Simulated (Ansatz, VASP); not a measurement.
Two plane-wave programs on Pt

File INCAR:

```
SYSTEM = Pt
PREC = Accurate
ENCUT = 520
EDIFF = 1E-7
ISMEAR = 0
SIGMA = 0.15
LREAL = .False.
LASPH = .True.
NELM = 60
ALGO = Normal
ISIF = 2
LWAVE = .False.
LCHARG = .False.
GGA = PS
NBANDS = 17
```

The input KPOINTS:

```
regular mesh
0
Gamma
  18 18 10
  0 0 0
```

POSCAR

```
Pt
1.0
    2.6502389911      0.0000000000      0.0000000000
   -1.3251194956      2.2951742924      0.0000000000
    0.0000000000      0.0000000000      4.7921340000
Pt
2
Direct
    0.6666666667      0.3333333333      0.7500000000
    0.3333333333      0.6666666667      0.2500000000
```

Input for Ansatz:

```yaml
crystal:
  lattice:
    - [2.6502389911, 0.0, 0.0]
    - [-1.3251194956, 2.2951742924, 0.0]
    - [0.0, 0.0, 4.792134]
  atoms:
    - { symbol: Pt, position: [0.6666666667, 0.3333333333, 0.75] }
    - { symbol: Pt, position: [0.3333333333, 0.6666666667, 0.25] }
basis:
  ecutwfc: 420
kpoints:
  mp_grid: { grid: [18, 18, 10] }
hamiltonian:
  xc: pbesol
scf:
  occupations: { method: gaussian, width: 0.15 }
output:
  forces: true
  stress: true
  eigenvalues: true
  write_density: true
  write_potential: true
  elf: true
  volumetric_format: npy
```

Change from the starting cell: strain -0.040 along x and y, +0.000 along z, atoms carried along.

Alike in both runs: task single point; functional PBEsol; k mesh 18 × 18 × 10; occupations gaussian, width 0.15 eV; no spin polarisation.

|  | VASP | Ansatz |
| --- | --- | --- |
| version | VASP 6.6.1 | Ansatz 0.2.0 |
| potentials or method | VASP PAW PBE potentials, release 64 (Pt) | scalar-relativistic, plane waves, PAW |
| plane-wave cutoff (eV) | 520 | 420 |
| valence electrons in the cell | 20 | 36 |

```csv
,VASP,Ansatz,Ansatz less VASP
gap on the k mesh at the Fermi level (eV),none,none,-
pressure (GPa),13.7,14.1,+0.40
largest component of the traceless stress (GPa),10.84,10.76,-0.086
```

A gap of «none» marks a metal or a gap that the smearing closes. The two sets of potentials don't hold the same shells in valence.

Caveats: the PAW data sets were made with another functional, which shifts forces and pressure a little (VASP). The runs have no spin-orbit coupling, so splittings on Pt are missing.
